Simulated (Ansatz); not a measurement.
```yaml
crystal:
  lattice:
    - [0.00000, 2.32083, 2.32083]
    - [2.32083, 0.00000, 2.32083]
    - [2.32083, 2.32083, 0.00000]
  atoms:
    - { symbol: Ca, position: [0.00000, 0.00000, 0.00000] }
    - { symbol: O, position: [0.50000, 0.50000, 0.50000] }
```

| Item | Value |
| --- | --- |
| orbitals | PBE |
| datasets | hard PAW set made for 700 eV |
| k mesh | 4×4×4 |
| empty bands | 66 |
| response cutoff | 200 eV |
| wave cutoff | 700 eV |
| frequencies | contour deformation |
| q → 0 term | the completed-sum build's own treatment |
| band sums | completed |

Program: Ansatz. The Kohn-Sham gap (from Γ to k = (0, -0.5, -0.5)) is 3.59 eV and the electronic dielectric constant on this mesh 3.8.

(1) What G0W0 gap follows between the same band edges?

Results:

(1) 6.15 eV, a change of +2.56 eV. The valence edge moves by -1.75 eV (Z = 0.75) and the conduction edge by +0.81 eV (Z = 0.83).

This ran on a trial build of the method. The cell is a model at fixed atoms and needn't be the relaxed known crystal. Points k are given in fractions of the reciprocal vectors. The mesh is coarse, so these are values at the stated settings, not converged ones. The response is still cut, so the gap isn't quite at its basis limit. The build that completes the sums treats q → 0 its own way, which shifts gaps on a coarse mesh by up to tenths of an eV. The gap is read on the mesh, and the crystal's band edges can lie off it.
